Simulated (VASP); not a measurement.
Runs of VASP 6.6.1 on P. The structure is hexagonal, space group P6/mmm (No. 191). Conventional cell: a = 4.651 Å, b = 4.651 Å, c = 2.620 Å, α = 90.00°, β = 90.00°, γ = 120.00°. P (site symmetry 6/mmm) is surrounded by 14 P at 2.62 to 2.99 Å. P (site symmetry -6m2) has 11 P at 2.62 to 2.99 Å as nearest neighbours. This isn't the form of P at room conditions, which is orthorhombic.

```csv
task,cell,k mesh,cutoff (eV),gap on the mesh (eV),pressure (GPa)
single point,"P6/mmm, 16.36 Å³/atom",9 × 9 × 14,520,none,-8.6
single point,"P6/mmm, 15.77 Å³/atom",9 × 9 × 14,520,none,(a)
single point,"P6/mmm, 14.61 Å³/atom",8 × 8 × 12,520,none,-0.5
single point,"P6/mmm, 14.61 Å³/atom",11 × 11 × 16,520,none,-0.7
relaxation of cell and atoms,relaxed,8 × 8 × 12,600,none,0.0
```

Alike in all rows: level RPBE; potentials or basis VASP PAW PBE potentials, release 64 (P); no spin polarisation; smearing fermi-dirac 0.1 eV.

Question: Estimate the missing entries.

Answer: (a) -6.5.

Caveats: the PAW data sets were made with another functional, which shifts forces and pressure a little.

A gap of «none» marks a metal or a gap under the smearing width.
